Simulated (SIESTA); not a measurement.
Crystal: ZrC.

```
Zr C
1.0
     0.00000    2.36500    2.36500
     2.36500    0.00000    2.36500
     2.36500    2.36500    0.00000
Zr C
1 1
Direct
  0.50000 0.50000 0.50000
  0.00000 0.00000 0.00000
```

Base run:

| Item | Value |
| --- | --- |
| Program | SIESTA 5.4.2 |
| Functional | WC |
| Potentials or basis | PseudoDojo 0.4 standard (PBEsol files) |
| Basis | DZP (energy shift 0.003 Ry; two zetas on semicore shells) |
| Grid cutoff | 800 Ry |
| Energy shift | 0.003 Ry |
| k mesh | 10 × 10 × 10 |
| Occupations | fermi-dirac, width 0.05 eV |
| Spin | no spin polarisation |

Its results: band gap on the k mesh none (metal or under the smearing width); pressure -5.7 GPa.

Task: After a change of settings the same cell gave: band gap on the k mesh none (metal or under the smearing width); pressure -7.0 GPa. Which change was it?
A. functional from WC to BLYP; potentials or basis from PseudoDojo 0.4 standard (PBEsol files) to PseudoDojo 0.4 standard (PBE files)
B. functional from WC to RPBE; potentials or basis from PseudoDojo 0.4 standard (PBEsol files) to PseudoDojo 0.4 standard (PBE files)
C. functional from WC to PW91; potentials or basis from PseudoDojo 0.4 standard (PBEsol files) to PseudoDojo 0.4 standard (PBE files)
D. functional from WC to AM05

Result: D.

Caveats: the potentials were made for another functional, which shifts forces and pressure; the basis of atomic orbitals isn't converged, which shifts pressures, moduli and gaps.

Runs at the PBE level aren't shown here.
